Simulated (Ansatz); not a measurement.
# SrAgSe2: input and output

Input file of Ansatz 0.2.0:

```yaml
crystal:
  lattice:
    - [0.0, 6.350832, 0.0]
    - [6.350832, 0.0, 0.0]
    - [3.175416, 3.175416, -5.784116]
  atoms:
    - { symbol: Ag, position: [0.0, 0.0, 0.0] }
    - { symbol: Ag, position: [0.75, 0.25, 0.5] }
    - { symbol: Sr, position: [0.5, 0.5, 0.0] }
    - { symbol: Sr, position: [0.25, 0.75, 0.5] }
    - { symbol: Se, position: [0.375, 0.395, 0.75] }
    - { symbol: Se, position: [0.605, 0.125, 0.25] }
    - { symbol: Se, position: [0.875, 0.855, 0.75] }
    - { symbol: Se, position: [0.145, 0.625, 0.25] }
kpoints:
  mp_grid: { grid: [2, 2, 2], shift: [0, 0, 0] }
magnetization:
  spin_polarized: false
scf:
  occupations: { method: fermi_dirac }
hamiltonian:
  pseudopotentials: { kind: paw }
  xc: hse06
basis:
  ecutwfc: 420
  fft_grid_basis: typed
output:
  forces: true
  stress: true
  eigenvalues: true
  bader: true
  populations: true
  elf: true
  write_potential: true
  volumetric_format: npy
  dos:
    e_range: [-12, 8]
    de: 0.05
    projected: { site_lists: { Ag: [Ag], Se: [Se], Sr: [Sr] } }
    method: { smearing: { sigma: 0.1, scheme: gaussian } }
```

Excerpt of what it printed:

```
Warning: output.stress: scf.convergence.dr2_threshold = 1e-7 eV (the SCF's general default) is looser than the 8e-10 eV advised for a printed stress (1e-10 eV for each atom of the cell: 8).
Warning: output.stress: scf.exx.energy_threshold = 1e-6 eV is looser than the 8e-8 eV advised for a stress under a hybrid functional (1e-8 eV for each atom of the cell: 8). Every SCF of the exchange loop can meet its threshold on dr2 while the loop round them stops early: no threshold on dr2 bounds what that leaves in the stress. Set scf.exx.energy_threshold to 8e-8 eV or tighter.
Pseudopotentials: kind: paw
Pseudopotential: Ag, paw, valence charge 19, recommended cutoff 420 eV (normal), Ag.paw.azcp
Pseudopotential: Sr, paw, valence charge 10, recommended cutoff 420 eV (normal), Sr.paw.azcp
Pseudopotential: Se, paw, valence charge 16, recommended cutoff 420 eV (normal), Se.paw.azcp
Functional definition: HSE06
  exchange = pbe_x - a*pbe_x_sr(omega) + a*exact_x_sr(omega)
  correlation = pbe_c
Crystal: 8 atoms, lattice volume = 233.291 Å³
Basis set: ecut = 420 eV, 4595 PW (Γ), exchange–correlation on 90×90×100 points (8 copies of the dense FFT grid, shifted against one another)
Bands: 74, of which v1, the nominal top of the filled ones, is band 61 counted from 1 (60 counted from 0)
Symmetry: 8 space group operations
Space group: I-42d (ITA 122), of the structure as read, at distance tolerance 6.2e-5 Å
k-points: 4 of 8
Initial density: superposition of atomic densities (neutral atoms: chi_scale 0, normalization atom), corrected by the library's trained network
Free energy (F): -44165.4206 eV
Frozen-core exchange: fock
Harris-Foulkes:  -44165.4206 eV  (|F-HF|=7.71e-10)
Internal energy: -44165.1704 eV  (E = F + TS)
E sigma→0 (E₀):  -44165.2955 eV
Entropy (-TS):   -0.2502 eV (-31.272 meV/atom)
Fermi energy:    5.8513 eV
--- Forces (eV/Å), atoms counted from 1 ---
  atom   1  Ag     0.0000     0.0000     0.0000
  atom   2  Ag     0.0000     0.0000     0.0000
  atom   3  Sr     0.0000     0.0000     0.0000
  atom   4  Sr     0.0000     0.0000     0.0000
  atom   5  Se    -3.6504     0.0000     0.0000
  atom   6  Se     0.0000     3.6504     0.0000
  atom   7  Se     3.6504     0.0000     0.0000
  atom   8  Se     0.0000    -3.6504     0.0000
--- Stress (GPa, compression-positive) ---
       11.1092       0.0000       0.0000
        0.0000      11.1092       0.0000
        0.0000       0.0000      10.2832
  P = ⅓ Tr σ = 10.8339 GPa (108.339 kbar)
--- Löwdin populations: 8 sites ---
  site symbol       q [e]
     0     Ag     18.4000
     1     Ag     18.4000
     2     Sr      8.3354
     3     Sr      8.3354
     4     Se     16.9346
     5     Se     16.9346
     6     Se     16.9346
     7     Se     16.9346
  spilling = 0.0065 (of n_electrons = 122.0000)
```

Origin: a known structure type with other elements, at an estimated volume, so it need not be a known compound. Caveats: the exchange threshold is loose for a stress; the SCF threshold is loose for a stress; many states at the Fermi level without spin polarisation, so a magnetic state may lie lower; hybrid functional on a coarse k mesh; atoms or cell far from equilibrium.
